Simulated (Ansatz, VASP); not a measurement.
**Two plane-wave programs on Ni**

```xyz
1
Lattice="0.0000 1.7593 1.7593 1.7593 0.0000 1.7593 1.7593 1.7593 0.0000" Properties=species:S:1:pos:R:3 pbc="T T T"
Ni    0.0000    0.0000    0.0000
```

Alike in both runs: functional PBE; k mesh 21 × 21 × 21; occupations fermi-dirac, width 0.05 eV; collinear spin.

Ansatz relaxed the structure, and its values are those at the end. VASP's run is a single point on that final structure, the one shown.

```csv
,VASP,Ansatz
version,VASP 6.6.1,Ansatz 0.2.0
potentials or method,"VASP PAW PBE potentials, release 64 (Ni)","PAW with Ansatz's default frozen-core files, scalar-relativistic"
plane-wave cutoff (eV),520,420
valence electrons in the cell,10,18
```

```tsv
	VASP	Ansatz	Ansatz less VASP
pressure (GPa)	-0.2	0.0	+0.18
net moment per atom (μB)	0.61	0.63	+0.018
size of the moment on the site where the two differ most (μB)	0.62	0.67	+0.045
```

Site moments also hang on the region over which each program counts them. The two sets of potentials don't hold the same shells in valence.
